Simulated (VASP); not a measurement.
Write the native input for VASP 6.6.1 that does the following.

```yaml
Task: single point
Functional: r2SCAN
Potentials_or_basis: VASP PAW PBE potentials, release 64 (Re)
Cutoff: 520 eV
k_mesh: 4 × 4 × 4
Occupations: gaussian, width 0.1 eV
Spin: no spin polarisation
Dipole_correction: no
Further_INCAR_settings: ALGO = Normal; EDIFF = 1e-07; NBANDS = 38
```

The system is Re.

```
CELL_PARAMETERS angstrom
4.93360 0.00000 0.00000
0.00000 4.93360 0.00000
0.00000 0.00000 4.93360
ATOMIC_POSITIONS crystal
Re 0.50000 0.50000 0.50000
Re 0.00000 0.00000 0.00000
Re 0.25000 0.00000 0.50000
Re 0.50000 0.25000 0.00000
Re 0.50000 0.75000 0.00000
Re 0.75000 0.00000 0.50000
Re 0.00000 0.50000 0.75000
Re 0.00000 0.50000 0.25000
```

The cell was built by a generator and needn't be a form met in nature.

These files were run (other wordings do the same):

POSCAR

```
Re
1.0
    4.9335961179      0.0000000000      0.0000000000
    0.0000000000      4.9335961179      0.0000000000
    0.0000000000      0.0000000000      4.9335961179
Re
8
Direct
    0.5000000000      0.5000000000      0.5000000000
    0.0000000000      0.0000000000      0.0000000000
    0.2500000000      0.0000000000      0.5000000000
    0.5000000000      0.2500000000      0.0000000000
    0.5000000000      0.7500000000      0.0000000000
    0.7500000000      0.0000000000      0.5000000000
    0.0000000000      0.5000000000      0.7500000000
    0.0000000000      0.5000000000      0.2500000000
```

INCAR.step1

```
SYSTEM = Re
PREC     = Accurate       ! precision mode
ENCUT    = 520            ! plane-wave cutoff, eV
ISMEAR   = 0              ! smearing method
SIGMA    = 0.1            ! smearing width, eV
LREAL    = .False.        ! projectors in reciprocal space
LASPH    = .True.         ! aspherical terms in the spheres
NELM     = 60             ! most SCF steps
NBANDS   = 38             ! bands
GGA      = PE             ! functional
ALGO     = Normal         ! electronic algorithm
EDIFF    = 1E-4           ! SCF threshold, eV
LWAVE    = .True.         ! write WAVECAR
LCHARG   = .False.        ! write CHGCAR
```

INCAR.step2

```
SYSTEM = Re
PREC     = Accurate       ! precision mode
ENCUT    = 520            ! plane-wave cutoff, eV
EDIFF    = 1E-7           ! SCF threshold, eV
ISMEAR   = 0              ! smearing method
SIGMA    = 0.1            ! smearing width, eV
LREAL    = .False.        ! projectors in reciprocal space
LASPH    = .True.         ! aspherical terms in the spheres
NELM     = 60             ! most SCF steps
ALGO     = Normal         ! electronic algorithm
ISIF     = 2              ! what is computed and relaxed
LWAVE    = .False.        ! write WAVECAR
LCHARG   = .False.        ! write CHGCAR
METAGGA  = R2SCAN         ! meta-GGA
LMIXTAU  = .True.       
NBANDS   = 38             ! bands
ISTART   = 1
```

KPOINTS

```
regular mesh
0
Gamma
  4 4 4
  0 0 0
```

Potentials or basis: VASP PAW PBE potentials, release 64 (Re).

Command:

```sh
$ cat potpaw_PBE.64/Re/POTCAR > POTCAR
$ cp INCAR.step1 INCAR
$ mpirun -np 1 vasp_std > vasp.out
$ cp INCAR.step2 INCAR
$ mpirun -np 1 vasp_std > vasp.out
```

Results of the run:

| Item | Value |
| --- | --- |
| Pressure | -1.9 GPa |
| Band gap on the k mesh | none (metal or under the smearing width) |

Caveat: the PAW data sets were made with another functional, which shifts forces and pressure a little.

Run time: 2.4 min on 1 thread of Intel(R) Xeon(R) Platinum 8488C (Sapphire Rapids), with other jobs on the host, peak memory 0.26 GiB.
